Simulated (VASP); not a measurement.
Write the native input for VASP 6.6.1 that does the following.

```
Task                   : single point
Functional             : PBE
Potentials or basis    : VASP PAW PBE potentials, release 64 (Sb, Ga_d)
Cutoff                 : 520 eV
k mesh                 : 8 × 8 × 8
Occupations            : gaussian, width 0.017 eV
Spin                   : no spin polarisation
Further INCAR settings : ALGO = Fast; EDIFF = 1e-06
```

The structure of GaSb lies in POSCAR:

```
GaSb
1.0
    0.0000000000      3.0590000000      3.0590000000
    3.0590000000      0.0000000000      3.0590000000
    3.0590000000      3.0590000000      0.0000000000
Sb Ga
1 1
Direct
    0.7500000000      0.7500000000      0.7500000000
    0.0000000000      0.0000000000      0.0000000000
```

One way to write it, as run:

INCAR

```
SYSTEM = GaSb
PREC     = Accurate       ! precision mode
ENCUT    = 520            ! plane-wave cutoff, eV
EDIFF    = 1E-6           ! SCF threshold, eV
ISMEAR   = 0              ! smearing method
SIGMA    = 0.017          ! smearing width, eV
LREAL    = .False.        ! projectors in reciprocal space
LASPH    = .True.         ! aspherical terms in the spheres
NELM     = 60             ! most SCF steps
ALGO     = Fast           ! electronic algorithm
ISIF     = 2              ! what is computed and relaxed
LWAVE    = .False.        ! write WAVECAR
LCHARG   = .True.         ! write CHGCAR
GGA      = PE             ! functional
LELF     = .True.         ! ELF
LVHAR    = .True.
```

KPOINTS

```
regular mesh
0
Gamma
  8 8 8
  0 0 0
```

Potentials or basis: VASP PAW PBE potentials, release 64 (Sb, Ga_d).

Launch:

```console
$ cat potpaw_PBE.64/Sb/POTCAR potpaw_PBE.64/Ga_d/POTCAR > POTCAR
$ mpirun -np 1 vasp_std > vasp.out
```

Results of the run:

| Quantity | Value |
| --- | --- |
| Pressure | 2.4 GPa |
| Band gap on the k mesh | 0.04 eV, direct |

Caveat: spin-orbit coupling is left out, which moves the levels of the heavy elements.

It took 14 s on 1 thread of Intel(R) Xeon(R) Platinum 8559C (Emerald Rapids), on a shared host, peak memory 0.18 GiB.
